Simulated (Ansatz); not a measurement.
**BeSe (F-43m): volume and gaps against pressure**

```yaml
crystal:
  lattice:
    - [2.58099, 2.58099, 0.00000]
    - [-2.58099, 2.58099, 0.00000]
    - [0.00000, 2.58099, 2.58099]
  atoms:
    - { symbol: Be, position: [0.00000, 0.00000, 0.00000] }
    - { symbol: Se, position: [0.75000, 0.25000, 0.50000] }
```

This is the zero-pressure cell under r²SCAN. Cell and atoms are relaxed by PAW (default files of Ansatz 0.2.0, cutoff 500 eV, stress met within about 0.05 GPa) at each pressure, in this structure whether or not another phase would take over; P is the pressure reached, less that of this cell. Levels come from r²SCAN, PAW on Ansatz 0.2.0's default frozen-core files (fitted under PBE), scalar-relativistic; k mesh 8×8×8, fixed occupations, cutoff 500 eV. Conduction levels are in eV over the valence top (at Γ), at fixed fractional wave vectors. Zone-centre phonons come from finite displacements by PAW, without the LO-TO term.

```tsv
P (GPa)	V/V₀	X	L	T2 TO (cm⁻¹)
-1.99	1.0266	3.177	4.808	477.5
0.00	1.0000	3.125	4.904	496.1
2.01	0.9763	3.074	4.993	513.5
4.02	?	?	?	?
7.01	0.9269	2.954	5.187	552.0
10.00	0.9022	2.887	5.289	572.5
15.00	0.8668	2.780	5.441	603.8
```

Question: Fit the third-order Birch-Murnaghan equation to the rows shown.

Answer: With f = [(V₀/V)^(2/3) − 1]/2, the normalised pressure F = P/[3f(1 + 2f)^(5/2)] is 79.8 GPa at f = -0.0087, 79.7 GPa at f = 0.0081, 79.3 GPa at f = 0.0260, 79.1 GPa at f = 0.0355, 78.8 GPa at f = 0.0500. The line F = B₀[1 + (3/2)(B′ − 4)f] gives B₀ = 79.7 GPa and B′ = 3.9.

Question: What are the volume deformation potentials and pressure coefficients of these levels at zero pressure?

Answer: 

```
level  dE/dlnV (eV)  dE/dP = −(dE/dlnV)/B₀ (meV/GPa)  mean slope up to 2.0 GPa (meV/GPa)
    X          2.07                            -26.0                               -25.5
    L         -3.70                             46.4                                44.3
```

dE/dlnV is the slope of a cubic fit in ln V at V₀. The last column is read from two rows and shows how the slope bends with pressure. A level that another band crosses inside the range is left out of the tables.

Question: What mode Grüneisen parameters follow?

Answer: γ = −d ln ω/d ln V at V₀ from a quadratic fit in ln V: T2 1.44.

Question: Fill the row at 4.02 GPa.

Answer: The fits give V/V₀ = 0.9549 and X = 3.024 eV. Computed: V/V₀ = 0.9550, X = 3.024, L = 5.075, T2 TO (cm⁻¹) = 529.7.

Limits of these numbers: no other phase was computed; many crystals of this kind change structure within this range, and rows or crossings beyond such a change describe a metastable lattice; frozen-core PAW files fitted under PBE, their cores solved anew for the functional of the run; no spin-orbit coupling on heavy atoms; semilocal gaps are low, and the spacing of valleys can be off by tenths of an eV; levels are read at fixed fractional k, so an edge that moves off these points is missed.
